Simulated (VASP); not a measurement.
Write the native input for VASP 6.6.1 that does the following.

* Task: single point
* Functional: HSE(alpha, omega)
* Potentials or basis: VASP PAW PBE potentials, release 64 (Ti_sv, O)
* Cutoff: 520 eV
* k mesh: 5 × 5 × 5
* Occupations: fermi-dirac, width 0.05 eV
* Spin: no spin polarisation
* Screening parameter: 0.6
* Grid for exact exchange (PRECFOCK): Fast
* Further INCAR settings: ALGO = Normal; EDIFF = 1e-07; NBANDS = 16

Crystal: TiO.

```
Ti O
1.0
     2.70834    0.00000    0.00000
     0.00000    2.70834    0.00000
     0.00000    0.00000    2.70834
Ti O
1 1
Direct
  0.00000 0.00000 0.00000
  0.50000 0.50000 0.50000
```

The cell comes from a database or a generator and needn't be the stable form of this composition.

These files were run (other wordings do the same):

POSCAR

```
TiO
1.0
    2.7083400800      0.0000000000      0.0000000000
    0.0000000000      2.7083400800      0.0000000000
    0.0000000000      0.0000000000      2.7083400800
Ti O
1 1
Direct
    0.0000000000      0.0000000000      0.0000000000
    0.5000000000      0.5000000000      0.5000000000
```

INCAR.step1

```
SYSTEM = TiO
PREC     = Accurate       ! precision mode
ENCUT    = 520            ! plane-wave cutoff, eV
EDIFF    = 1E-5           ! SCF threshold, eV
ISMEAR   = -1             ! smearing method
SIGMA    = 0.05           ! smearing width, eV
LREAL    = .False.        ! projectors in reciprocal space
LASPH    = .True.         ! aspherical terms in the spheres
NELM     = 80             ! most SCF steps
ALGO     = Normal         ! electronic algorithm
ISIF     = 2              ! what is computed and relaxed
LWAVE    = .True.         ! write WAVECAR
LCHARG   = .False.        ! write CHGCAR
NBANDS   = 16             ! bands
GGA      = PE             ! functional
```

INCAR.step2

```
SYSTEM = TiO
PREC     = Accurate       ! precision mode
ENCUT    = 520            ! plane-wave cutoff, eV
EDIFF    = 1E-7           ! SCF threshold, eV
ISMEAR   = -1             ! smearing method
SIGMA    = 0.05           ! smearing width, eV
LREAL    = .False.        ! projectors in reciprocal space
LASPH    = .True.         ! aspherical terms in the spheres
NELM     = 80             ! most SCF steps
ALGO     = Normal         ! electronic algorithm
ISIF     = 2              ! what is computed and relaxed
LWAVE    = .False.        ! write WAVECAR
LCHARG   = .False.        ! write CHGCAR
GGA      = PE             ! functional
LHFCALC  = .True.         ! exact exchange
HFSCREEN = 0.6            ! screening, 1/A
AEXX     = 0.25           ! exact-exchange fraction
PRECFOCK = Fast         
NBANDS   = 16             ! bands
ISTART   = 1
```

KPOINTS

```
regular mesh
0
Gamma
  5 5 5
  0 0 0
```

Potentials or basis: VASP PAW PBE potentials, release 64 (Ti_sv, O).

Command:

```sh
$ cat potpaw_PBE.64/Ti_sv/POTCAR potpaw_PBE.64/O/POTCAR > POTCAR
$ cp INCAR.step1 INCAR
$ mpirun -np 1 vasp_std > vasp.out
$ cp INCAR.step2 INCAR
$ mpirun -np 1 vasp_std > vasp.out
```

Results of the run:

The pressure is -17.9 GPa and the band gap on the k mesh is none (metal or under the smearing width).

Caveat: the k mesh is coarse (spacing up to 0.46 Å⁻¹), so the values aren't converged, least of all with exact exchange; the PAW data sets were made with another functional, which shifts forces and pressure a little.

It took 100 s on 1 thread of Intel(R) Xeon(R) 6975P-C (Granite Rapids), on a shared host, peak memory 0.22 GiB.
